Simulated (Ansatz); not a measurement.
Zinc-blende AlSb, treated with PBE0 (Ansatz, a quantum-chemistry and plane-wave program, plane waves, PAW).

Total energies, extrapolated to zero smearing (they compare only within this program, potentials and cutoff; free atoms with spin allowed, lowest state found):

```csv
system,energy (eV/atom)
"zinc-blende AlSb, relaxed",-3513.2587
free Al atom,-534.5864
free Sb atom,-6485.4308
```

### Question
Work out the cohesive energy per atom.

### Answer
E_coh = [1 × (-534.5864) + 1 × (-6485.4308)]/2 − (-3513.2587) = 3.25 eV/atom. The reference value is 3.31 eV/atom (measured, zero-point energy (9/8 kB θD) added and atomic spin-orbit splittings removed, spin-orbit-averaged atoms; as tabulated in Paulus et al. (1996), arXiv:cond-mat/9605064), a difference of -0.06 eV/atom.

Spin–orbit coupling is left out; its size isn't shown.

The PAW data were made under PBE.
